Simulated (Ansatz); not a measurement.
Straining Cs

Method: Ansatz, DFT PBEsol, scalar-relativistic, plane waves, PAW. (420 eV cutoff, 12×12×4 k-mesh, Gaussian smearing of 0.10 eV, no spin polarisation)

The relaxed crystal:

```xyz
4
Lattice="5.3666 0.0000 0.0000 -2.6833 4.6476 0.0000 0.0000 0.0000 17.5460" Properties=species:S:1:pos:R:3 pbc="T T T"
Cs    0.0000    0.0000    0.0000
Cs    0.0000    3.0984    4.3865
Cs    0.0000    0.0000    8.7730
Cs    2.6833    1.5492   13.1595
```

Deformation: all cell vectors scaled alike, the atoms relaxed, all within the symmetry that the strain leaves. Energies are extrapolated to zero smearing. Stress is positive in compression, on the Cartesian axes of the cell above.

```csv
strain (%),ΔE (meV/atom),a (Å),b (Å),c (Å),σxx (GPa),σyy (GPa),σzz (GPa)
-4.5,14.3,5.125,5.125,16.756,0.36,0.36,0.33
-3.0,6.1,5.206,5.206,17.020,0.23,0.23,0.20
-1.5,1.5,5.286,5.286,17.283,0.11,0.11,0.08
+0.0,0.0,5.367,5.367,17.546,0.01,0.01,-0.02
+1.5,1.4,5.447,5.447,17.809,-0.08,-0.08,-0.10
+3.0,5.4,5.528,5.528,18.072,-0.15,-0.15,-0.17
+4.5,11.8,5.608,5.608,18.336,-0.21,-0.21,-0.23
```

This form isn't the element's structure at ambient conditions.